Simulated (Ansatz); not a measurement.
# KI: how the settings move a single-point run

Aim: see which settings change the result for KI, by how much, and at what cost. The cell is built on a prototype (CsCl type) and needn't be the phase found in nature.

Program: Ansatz 0.2.0. Level of theory: reference: DFT, PBE, plane waves, PAW. These are calculated values, not measurements.

7 further runs of the same task are left out: 6 that didn't finish, 1 set aside as unsound or not needed.

## Step 1: The system as given

The structure is cubic, space group Pm-3m (No. 221). Conventional cell: a = 4.291 Å, b = 4.291 Å, c = 4.291 Å, α = 90.00°, β = 90.00°, γ = 90.00°. Around K (site symmetry m-3m) lie 8 I at 3.72 Å. I (site symmetry m-3m) is surrounded by 8 K at 3.72 Å.

Structure file:

```cif
data_structure
_symmetry_space_group_name_H-M 'P 1'
_symmetry_Int_Tables_number 1
_cell_length_a 4.2909
_cell_length_b 4.2909
_cell_length_c 4.2909
_cell_angle_alpha 90.000
_cell_angle_beta 90.000
_cell_angle_gamma 90.000
_cell_volume 79.01
loop_
_atom_site_label
_atom_site_type_symbol
_atom_site_fract_x
_atom_site_fract_y
_atom_site_fract_z
_atom_site_occupancy
K1 K 0.00000 0.00000 0.00000 1
I1 I 0.50000 0.50000 0.50000 1
```

## Step 2: Baseline

Contents of input.yaml:

```yaml
crystal:
  lattice:
    - [4.290940114, 0.0, 0.0]
    - [0.0, 4.290940114, 0.0]
    - [0.0, 0.0, 4.290940114]
  atoms:
    - { symbol: K, position: [0.0, 0.0, 0.0] }
    - { symbol: I, position: [0.5, 0.5, 0.5] }
kpoints:
  mp_grid: { grid: [4, 4, 4] }
hamiltonian:
  xc: pbe
scf:
  occupations: { method: fixed }
  n_extra_bands: 4
output:
  forces: true
  stress: true
  eigenvalues: true
```

The run is started by

```sh
$ ansatz run input.yaml --threads 4 --pin off --max-ram 3686MiB --backend cpu --events-out ev --progress --plain --runs-dir out
```

## Step 3: Changed: preconditioner resta

Edit input.yaml of step 2 so:

```diff
@@ -15,2 +15,3 @@
   n_extra_bands: 4
+  mixing: { preconditioner: resta }
 output:
```

## Step 4: Changing settings: mp_grid.grid [8, 8, 1]

Edit input.yaml of step 2 so:

```diff
@@ -9,3 +9,3 @@
 kpoints:
-  mp_grid: { grid: [4, 4, 4] }
+  mp_grid: { grid: [8, 8, 1] }
 hamiltonian:
```

## Step 5: Changed: xc mr2scan

Edit input.yaml of step 2 so:

```diff
@@ -11,3 +11,3 @@
 hamiltonian:
-  xc: pbe
+  xc: mr2scan
 scf:
```

## Step 6: Changing settings: exchange pbe, correlation pbe, coeff 1.0, omega 0.2078

Edit input.yaml of step 2 so:

```diff
@@ -11,3 +11,6 @@
 hamiltonian:
-  xc: pbe
+  xc:
+    exchange: pbe
+    correlation: pbe
+    exx: { coeff: 1.0, omega: 0.2078 }
 scf:
```

## Step 7: Changing settings: exchange pbe, correlation pbe, coeff 0.5, omega 0.5

Edit input.yaml of step 2 so:

```diff
@@ -11,3 +11,3 @@
 hamiltonian:
-  xc: pbe
+  xc: { exchange: pbe, correlation: pbe, exx: { coeff: 0.5, omega: 0.5 } }
 scf:
```

Before running it: what results should come out? Wanted: for each run, ending; energy change; pressure; gap; force.

The runs gave:

```csv
run,ending,energy change,pressure (GPa),gap (eV),force (eV/Å),cycles,time
reference,converged,0,0.5,3.33,0.00,7,1.3 s
1: preconditioner resta,converged,0.0 meV/atom,0.5,3.33,0.00,7,1.7 s
"2: mp_grid.grid [8, 8, 1]",converged,+545.9 meV/atom,4.4,3.22,0.00,7,1.7 s
3: xc mr2scan,converged,not comparable,0.1,4.04,0.00,6,2.6 s
"4: exchange pbe, correlation pbe, coeff 1.0, omega 0.2078",converged,not comparable,-0.5,7.49,0.00,18,39 s
"5: exchange pbe, correlation pbe, coeff 0.5, omega 0.5",converged,not comparable,0.2,4.30,0.00,14,30 s
```

Residual by cycle in the longest SCF loop of each run; runs are numbered as in the table. The quantity is the density residual dr2, in eV.

```csv
cycle,reference,run 1,run 2,run 3,run 4,run 5
1,6.6e-5,6.6e-5,0.0756,0.00333,0.0189,0.00432
2,1.5e-4,1.5e-4,0.0219,7.0e-4,0.0238,0.00102
3,5.1e-5,5.1e-5,0.00101,3.9e-5,0.00317,6.6e-4
4,1.1e-5,1.1e-5,1.3e-4,1.3e-5,4.3e-4,5.7e-5
5,1.1e-6,1.1e-6,1.4e-6,1.0e-6,5.1e-5,1.8e-5
6,1.4e-7,1.4e-7,4.2e-8,3.6e-8,-,1.6e-6
7,2.3e-8,2.3e-8,1.6e-9,-,-,-
```

What this shows: Of the converged runs whose energies compare with the reference's, «mp_grid.grid [8, 8, 1]» moves the energy most (+545.9 meV/atom) and «preconditioner resta» least (0.0 meV/atom). Of the variants the dearest is «exchange pbe, correlation pbe, coeff 1.0, omega 0.2078» (39 s), the cheapest «preconditioner resta» (1.7 s), on a shared host. The gap of the reference lacks spin-orbit coupling, though the cell holds I.
